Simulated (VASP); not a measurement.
# AlN (F-43m) in VASP: settings compared

Aim: see how the results for AlN move with the level of theory and the settings. Levels: PBEsol, PBE. Tasks: equation of state.

Program: VASP 6.6.1. These are calculated values, not measurements. Logs are shortened: lines on timing, memory, paths and dates and some standing lists are left out, and cuts for length are marked.

## (1) The structure

Symmetry: F-43m, No. 216, cubic system. The conventional cell has a = 4.368 Å, b = 4.368 Å, c = 4.368 Å, α = 90.00°, β = 90.00°, γ = 90.00°. Around Al (site symmetry -43m) lie 4 N at 1.89 Å. Around N (site symmetry -43m) lie 4 Al at 1.89 Å.

Measurements of this composition are mostly on another form, of space group No. 186.

## (2) Equation of state, PBEsol, 9.79 Å³/atom (volume scaled by 0.94)

INCAR reads:

```
ALGO = Normal
EDIFF = 1E-7
ENCUT = 520
GGA = PS
ISIF = 2
ISMEAR = -1
LASPH = T
LCHARG = F
LREAL = F
LWAVE = F
NBANDS = 11
NELM = 100
PREC = Accurate
SIGMA = 0.05
```

KPOINTS reads:

```
k-points
0
Gamma
  10 10 10
```

POSCAR reads:

```
AlN
1.0
    0.0000000000      2.1394097525      2.1394097525
    2.1394097525      0.0000000000      2.1394097525
    2.1394097525      2.1394097525      0.0000000000
Al N
1 1
Direct
    0.0000000000      0.0000000000      0.0000000000
    0.2500000000      0.2500000000      0.2500000000
```

Potentials or basis: VASP PAW PBE potentials, release 64 (Al, N).

On the command line:

```
> cat potpaw_PBE.64/Al/POTCAR potpaw_PBE.64/N/POTCAR > POTCAR
> mpirun -np 1 vasp_std > vasp.out
```

OUTCAR:

```text
EDIFF = 1E-7
   ENCUT = 520
   GGA = PS
   ISIF = 2
   ISMEAR = -1
   LASPH = T
   LREAL = F
   NELM = 100
   PREC = Accurate

 Found     47 irreducible k-points:

 Following reciprocal coordinates:
            Coordinates               Weight
  0.000000  0.000000  0.000000      1.000000
  0.100000  0.000000  0.000000      8.000000
  0.200000  0.000000  0.000000      8.000000
  0.300000  0.000000  0.000000      8.000000
  0.400000  0.000000  0.000000      8.000000
  0.500000  0.000000  0.000000      4.000000
   k-points           NKPTS =     47   k-points in BZ     NKDIM =     47   number of bands    NBANDS=     11
   number of dos      NEDOS =    301   number of ions     NIONS =      2
   total plane-waves  NPLWV =  13824
   dimension x,y,z NGX =    24 NGY =   24 NGZ =   24
   dimension x,y,z NGXF=    48 NGYF=   48 NGZF=   48
   ions per type =               1   1
   NGX,Y,Z   is equivalent  to a cutoff of  13.19, 13.19, 13.19 a.u.
   NGXF,Y,Z  is equivalent  to a cutoff of  26.37, 26.37, 26.37 a.u.
 SYSTEM =  unknown system
   PREC   = accura    normal or accurate (medium, high low for compatibility)
   ISTART =      0    job   : 0-new  1-cont  2-samecut
   ICHARG =      2    charge: 1-file 2-atom 10-const
   ISPIN  =      1    spin polarized calculation?
   LNONCOLLINEAR =      F non collinear calculations
   LSORBIT =      F    spin-orbit coupling
   LASPH  =      T    aspherical Exc in radial PAW
   ENCUT  =  520.0 eV  38.22 Ry    6.18 a.u.   5.63  5.63  5.63*2*pi/ulx,y,z
   NELM   =    100;   NELMIN=  2; NELMDL= -5     # of ELM steps
   EDIFF  = 0.1E-06   stopping-criterion for ELM
   LREAL  =      F    real-space projection
   EDIFFG = 0.1E-05   stopping-criterion for IOM
   NSW    =      0    number of steps for IOM
   IBRION =     -1    ionic relax: 0-MD 1-quasi-New 2-CG
   NFREE  =      0    steps in history (QN), initial steepest desc. (CG)
   ISIF   =      2    stress and relaxation
   ISYM   =      2    0-nonsym 1-usesym 2-fastsym
   POTIM  = 0.5000    time-step for ionic-motion
   TEBEG  =    0.0;   TEEND  =   0.0 temperature during run
   PSTRESS=    0.0 pullay stress
   NELECT =       8.0000    total number of electrons
   NUPDOWN=      -1.0000    fix difference up-down
   EMIN   =  10.00;   EMAX   =-10.00  energy-range for DOS
   EFERMI =   0.00;   METHOD = LEGACY
   ISMEAR =    -1;   SIGMA  =   0.05  broadening in eV -4-tet -1-fermi 0-gaus
   EFERMI_NEDOS =   21; number of points for ismear=-14 and -15
   IALGO  =     38    algorithm
   IMIX   =      4    mixing-type and parameters
     AMIX     =   0.40;   BMIX     =  1.00
     AMIX_MAG =   1.60;   BMIX_MAG =  1.00
  volume/ion in A,a.u.               =       9.79        66.08
  Fermi-wavevector in a.u.,A,eV,Ry     =   1.214696  2.295442 20.075204  1.475486
  Thomas-Fermi vector in A             =   2.350107
   LORBIT       =      0    0 simple, 1 ext, 2 COOP (PROOUT), +10 PAW based schemes
   GGA     = PS    functional components
   LHFCALC =     F    Hartree Fock is set to
   AEXX    =    0.0000 exact exchange contribution
   IVDW    =     0    specifies the selected vdW correction
   LEPSILON=     F    determine dielectric tensor
   LRPA    =     F    only Hartree local field effects (RPA)
 non-spin polarized calculation
  energy-cutoff  :      520.00
  volume of cell :       19.58
 maximum number of plane-waves:       544
   NGX = 11   NGY = 11   NGZ = 11

 number of electron       7.9999998 magnetization

 Free energy of the ion-electron system (eV)
  ---------------------------------------------------
  ext. energy  EPLUGINS =         0.00000000
  ---------------------------------------------------
  free energy    TOTEN  =       -15.54594054 eV

  energy without entropy =      -15.54594054  energy(sigma->0) =      -15.54594054

 E-fermi :   7.5861     XC(G=0): -11.4029

 val. band max:        6.4773584911   @ k =   0.0000   0.0000   0.0000
 cond. band min:       9.6903504319   @ k =   0.5000   0.5000   0.0000
 fundamental gap:      3.2129919407
 Fermi energy:         7.5860637887

 k-point     1 :       0.0000    0.0000    0.0000
  band No.  band energies     occupation
      1      -8.8507      2.00000
      2       6.4774      2.00000
      3       6.4774      2.00000
      4       6.4774      2.00000
      5      11.1668      0.00000
      6      19.5652      0.00000
      7      19.5652      0.00000
      8      19.5652      0.00000
      9      24.5633      0.00000
     10      24.5633      0.00000
     11      26.0433      0.00000

 k-point     2 :       0.1000    0.0000    0.0000
  band No.  band energies     occupation
      1      -8.6916      2.00000
      2       5.6552      2.00000
      3       6.4249      2.00000
      4       6.4249      2.00000
      5      11.8141      0.00000
      6      19.1701      0.00000
      7      19.7066      0.00000
      8      19.7066      0.00000
      9      23.2416      0.00000
     10      23.2416      0.00000
     11      25.2074      0.00000

 k-point     3 :       0.2000    0.0000    0.0000
  band No.  band energies     occupation
      1      -8.2370      2.00000
      2       3.9861      2.00000
      3       6.2942      2.00000
      4       6.2942      2.00000
      5      12.9296      0.00000
      6      18.3422      0.00000
      7      19.5713      0.00000
      8      19.5713      0.00000
      9      22.7421      0.00000
     10      22.7421      0.00000
     11      24.3613      0.00000

 k-point     4 :       0.3000    0.0000    0.0000
  band No.  band energies     occupation
      1      -7.5699      2.00000
      2       2.2418      2.00000
      3       6.1443      2.00000
      4       6.1443      2.00000
      5      13.7619      0.00000
      6      17.5254      0.00000
      7      18.7927      0.00000
      8      18.7927      0.00000
      9      23.9348      0.00000
     10      23.9348      0.00000
     11      24.2657      0.00000

 k-point     5 :       0.4000    0.0000    0.0000
  band No.  band energies     occupation
      1      -6.8900      2.00000
      2       0.8558      2.00000
      3       6.0313      2.00000
      4       6.0313      2.00000
      5      14.1940      0.00000
      6      16.9102      0.00000
      7      18.1363      0.00000
      8      18.1363      0.00000
      9      24.7887      0.00000
     10      25.8880      0.00000
     11      25.8880      0.00000

 k-point     6 :       0.5000    0.0000    0.0000
  band No.  band energies     occupation
      1      -6.5749      2.00000
      2       0.2964      2.00000
      3       5.9899      2.00000
      4       5.9899      2.00000
      5      14.3282      0.00000
      6      16.6675      0.00000
      7      17.9004      0.00000
      8      17.9004      0.00000
      9      25.1529      0.00000
     10      27.2819      0.00000
     11      27.2819      0.00000

 [... further k-points ...]

------------------------ aborting loop because EDIFF is reached ----------------------------------------

  FORCE on cell =-STRESS in cart. coord.  units (eV):
  Direction    XX          YY          ZZ          XY          YZ          ZX
  --------------------------------------------------------------------------------------
  -------------------------------------------------------------------------------------
  Total        1.9292141      1.9292141      1.9292141      0.0000000      0.0000000      0.0000000
  in kB      157.8262021    157.8262021    157.8262021      0.0000000      0.0000000      0.0000000
  external PRESSURE =     157.8262021 kB  Pullay stress =       0.0000000 kB

 VOLUME and BASIS-vectors are now :
 -----------------------------------------------------------------------------
  energy-cutoff  :      520.00
  volume of cell :       19.58
      direct lattice vectors                 reciprocal lattice vectors
     0.000000000  2.139409753  2.139409753    -0.233709321  0.233709321  0.233709321
     2.139409753  0.000000000  2.139409753     0.233709321 -0.233709321  0.233709321
     2.139409753  2.139409753  0.000000000     0.233709321  0.233709321 -0.233709321

 POSITION                                       TOTAL-FORCE (eV/Angst)
 -----------------------------------------------------------------------------------
      0.00000      0.00000      0.00000         0.000000     -0.000000     -0.000000
      1.06970      1.06970      1.06970        -0.000000      0.000000      0.000000
 -----------------------------------------------------------------------------------
    total drift:                                0.000000      0.000000      0.000000

  FREE ENERGIE OF THE ION-ELECTRON SYSTEM (eV)
  ---------------------------------------------------
  free  energy   TOTEN  =       -15.5459405402 eV

  energy  without entropy=      -15.5459405402  energy(sigma->0) =      -15.54594054
```

OSZICAR:

```text
N       E                     dE             d eps       ncg     rms          rms(c)
DAV:   1     0.936534395856E+01    0.93653E+01   -0.38446E+03  1074   0.602E+02
DAV:   2    -0.171090028925E+02   -0.26474E+02   -0.25526E+02  1239   0.138E+02
DAV:   3    -0.179039614692E+02   -0.79496E+00   -0.79375E+00  1268   0.224E+01
DAV:   4    -0.179079997226E+02   -0.40383E-02   -0.40379E-02  1169   0.173E+00
DAV:   5    -0.179080462439E+02   -0.46521E-04   -0.46521E-04  1259   0.178E-01    0.863E+00
DAV:   6    -0.155941605654E+02    0.23139E+01   -0.10734E+01  1223   0.166E+01    0.295E+00
DAV:   7    -0.155641381131E+02    0.30022E-01   -0.18633E-01  1169   0.319E+00    0.210E+00
DAV:   8    -0.155470180738E+02    0.17120E-01   -0.25281E-02  1163   0.148E+00    0.550E-01
DAV:   9    -0.155459267364E+02    0.10913E-02   -0.31419E-03  1220   0.347E-01    0.237E-01
DAV:  10    -0.155459383102E+02   -0.11574E-04   -0.23163E-04  1154   0.102E-01    0.127E-02
DAV:  11    -0.155459404881E+02   -0.21778E-05   -0.18795E-06  1244   0.123E-02    0.140E-02
DAV:  12    -0.155459405402E+02   -0.52164E-07   -0.15636E-07  1175   0.335E-03
   1 F= -.15545941E+02 E0= -.15545941E+02  d E =-.119827E-10
```

It took 5.5 s on 1 thread of Intel Xeon Platinum 8488C (Sapphire Rapids), shared host; peak memory 0.13 GiB.

What came out:

| Quantity | Value |
| --- | --- |
| Free energy | -15.5459 eV |
| Pressure | 15.8 GPa |
| Band gap on the k mesh | 3.21 eV, indirect (least direct gap 4.69 eV) |

Caveat: the PAW data sets were made with another functional, which shifts forces and pressure a little.

[end of part 1 of 2]
